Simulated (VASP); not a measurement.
Results of a VASP single-point calculation on LiBr (strained rocksalt)

POSCAR

```
Li Br
 1.0000000000000000
     0.0000000000000000    2.7395650468000001    2.7395650468000001
     2.8080541728999999    0.0000000000000000    2.7395650468000001
     2.8080541728999999    2.7395650468000001    0.0000000000000000
 Li  Br
   1   1
Cartesian
  0.0000000000000000  0.0000000000000000  0.0000000000000000
  2.8080541728999999  2.7395650468000001  2.7395650468000001
```

The gap between bands v and c is 5.77 eV and the least direct gap is 5.77 eV.

Band v is the last that the valence electrons fill when counted band by band, and c is the next. Levels in eV from the top of v:

| point | v−1 | v | c | c+1 |
| --- | --- | --- | --- | --- |
| Γ | -0.07 | 0.00 | 5.77 | 11.04 |
| X | -1.28 | -1.11 | 7.02 | 7.69 |
| K | -1.86 | -0.92 | 7.37 | 9.37 |
| L | -0.35 | -0.28 | 6.33 | 8.76 |
| W | -2.19 | -1.10 | 8.71 | 9.31 |

Task: Which of these levels of theory gave these results?
A. PBE
B. PBE0
C. PBEsol
D. HSE06
E. PBE with spin–orbit coupling
F. LDA
G. r²SCAN

Result: G.

The INCAR was:

```
PREC = Accurate
LCHARG = .FALSE.
NSW = 0
NBANDS = 12
METAGGA = R2SCAN
IBRION = -1
EDIFF = 1E-7
LASPH = .TRUE.
NELM = 120
ISIF = 2
SIGMA = 0.01
LREAL = .FALSE.
LWAVE = .FALSE.
ENCUT = 520
ISMEAR = 0
ALGO = Normal
```
